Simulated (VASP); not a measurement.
Set up this calculation in VASP 6.6.1, as the native input.

| Property | Result |
| --- | --- |
| Task | relaxation of cell and atoms |
| Functional | PBE |
| Potentials or basis | VASP PAW PBE potentials, release 64 (Nb_sv) |
| Cutoff | 600 eV |
| k mesh | 18 × 18 × 18 |
| Occupations | gaussian, width 0.1 eV |
| Spin | no spin polarisation |
| Further INCAR settings | ALGO = Normal; EDIFF = 1e-07; IBRION = 2; EDIFFG = -0.004; NSW = 80; ISIF = 3 |

The structure of Nb lies in POSCAR:

```
Nb
1.0
   -1.6639500000      1.6639500000      1.6639500000
    1.6639500000     -1.6639500000      1.6639500000
    1.6639500000      1.6639500000     -1.6639500000
Nb
1
Direct
    0.0000000000      0.0000000000      0.0000000000
```

These files were run (other wordings do the same):

INCAR

```
SYSTEM = Nb
  PREC = Accurate
  ENCUT = 600
  EDIFF = 1E-7
  ISMEAR = 0
  SIGMA = 0.1
  LREAL = .FALSE.
  LASPH = .TRUE.
  NELM = 80
  ALGO = Normal
  ISIF = 3
  LWAVE = .FALSE.
  LCHARG = .FALSE.
  GGA = PE
  IBRION = 2
  NSW = 80
  EDIFFG = -0.004
```

KPOINTS

```
regular mesh
0
G
  18 18 18
  0 0 0
```

Potentials or basis: VASP PAW PBE potentials, release 64 (Nb_sv).

Command:

```console
$ cat potpaw_PBE.64/Nb_sv/POTCAR > POTCAR
$ mpirun -np 1 vasp_std > vasp.out
```

It gave:

* Relaxed volume: 18.12 Å³/atom
* Relaxed cell: a = 2.866 Å, b = 2.866 Å, c = 2.866 Å, α = 109.47°, β = 109.47°, γ = 109.47°
* Space group after relaxing (to 0.05 Å): Im-3m (No. 229)
* Energy gained by relaxing: 2.7 meV/atom
* Ionic steps: 3
* Pressure after relaxing: 0.0 GPa
* Band gap on the k mesh: none (metal or under the smearing width)

Run time: 69 s on 1 thread of AMD EPYC 9R45 (Zen 5), on a shared host, peak memory 0.15 GiB.
